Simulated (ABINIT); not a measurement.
Runs of ABINIT 10.8.3 (patched build) on PbS (Galena). The structure is cubic, space group Fm-3m (No. 225). Conventional cell: a = 5.931 Å, b = 5.931 Å, c = 5.931 Å, α = 90.00°, β = 90.00°, γ = 90.00°. Pb (site symmetry m-3m) is surrounded by 6 S at 2.97 Å. S (site symmetry m-3m) has 6 Pb at 2.97 Å as nearest neighbours. 

| task | level | potentials or basis | k mesh | cutoff (eV) | smearing | fine-grid cutoff | most SCF steps | thinning of the exchange mesh (fockdownsampling) | gap on the mesh (eV) | pressure (GPa) |
| --- | --- | --- | --- | --- | --- | --- | --- | --- | --- | --- |
| band structure | rPW86PBE | JTH PAW PBE v2.0 sp | 8 × 8 × 8 | 544 | fermi-dirac 0.05 eV | 1088.46 eV | - | - | 0.41 | 5.4 |
| single point | LDA | JTH PAW LDA v2.0 | 10 × 10 × 10 | 544 | fermi-dirac 0.05 eV | 1088.46 eV | - | - | 0.23 | - |
| single point | PBE | SPMS NC PBE v1.0 | 6 × 6 × 6 | 490 | fixed | - | - | - | (b) | 2.0 |
| band structure | LDA | JTH PAW LDA v2.0 | 8 × 8 × 8 | 544 | fermi-dirac 0.05 eV | 1088.46 eV | - | - | 0.23 | - |
| single point | PBE | PseudoDojo NC SR PBE v0.4.1 standard | 6 × 6 × 6 | 707 | fermi-dirac 0.05 eV | - | - | - | 0.37 | 2.2 |
| band structure | AM05 | JTH PAW PBE v2.0 sp | 8 × 8 × 8 | 544 | fermi-dirac 0.05 eV | 1088.46 eV | - | - | 0.35 | -0.1 |
| band structure | PBE | SG15 NC PBE v1.2 | 8 × 8 × 8 | 844 | fermi-dirac 0.05 eV | - | - | - | 0.36 | 2.2 |
| band structure | PBEsol | JTH PAW PBE v2.0 | 8 × 8 × 8 | 544 | fermi-dirac 0.05 eV | 1088.46 eV | - | - | 0.25 | - |
| single point | HSE03(Libxc) | SPMS NC PBE v1.0 | 6 × 6 × 6 | 517 | fermi-dirac 0.05 eV | - | 60 | 2 × 2 × 2 | 0.70 | - |
| band structure | revPBE | JTH PAW PBE v2.0 | 8 × 8 × 8 | 544 | fermi-dirac 0.05 eV | 1088.46 eV | - | - | (a) | - |

Alike in all rows: no spin polarisation; cell as given.

**Question.** Fill in the values left out.

**Answer.** (a) 0.42; (b) 0.38.

Caveats: spin-orbit coupling is left out, which as a rule narrows the gap of such compounds by several tenths of an eV; the PAW data sets were made with another functional, which shifts forces and pressure a little (some runs); this set keeps more shells in the core, which shifts pressures and gaps (some runs); exact exchange is summed on a coarse mesh, which widens gaps by tenths of an eV (some runs); Libxc's HSE differs a little from that of other programs (some runs); the potentials were made for another functional, which shifts forces and pressure (some runs).

A k mesh can miss the band edges, and the runs leave out spin-orbit coupling on Pb.

Not every run made on this cell is shown here.
